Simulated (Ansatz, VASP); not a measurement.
One calculation of GaAs, two programs

```xyz
2
Lattice="0.0000 2.8727 2.8727 2.8727 0.0000 2.8727 2.8727 2.8727 0.0000" Properties=species:S:1:pos:R:3 pbc="T T T"
Ga    0.0000    0.0000    0.0000
As    1.4363    1.4363    1.4363
```

Alike in both runs: task single point; functional PBE; k mesh 12 × 12 × 12; occupations gaussian, width 0.02 eV; no spin polarisation.

```csv
,VASP,Ansatz
version,VASP 6.6.1,Ansatz 0.2.0
potentials or method,"VASP PAW PBE potentials, release 64 (Ga_d, As)","scalar-relativistic, plane waves, PAW"
plane-wave cutoff (eV),520,420
valence electrons in the cell,18,28
```

|  | VASP | Ansatz | Ansatz less VASP |
| --- | --- | --- | --- |
| gap on the k mesh at the Fermi level (eV) | 0.16 | 0.16 | -0.002 |
| least direct gap on the mesh (eV) | 0.16 | 0.16 | -0.002 |
| pressure (GPa) | 0.3 | 0.0 | -0.30 |

With one functional, cell and mesh, what is left measures potentials, basis and numerics. The two sets of potentials don't hold the same shells in valence.

Expect the measured gap to be larger: semilocal functionals such as PBE lack the derivative discontinuity.
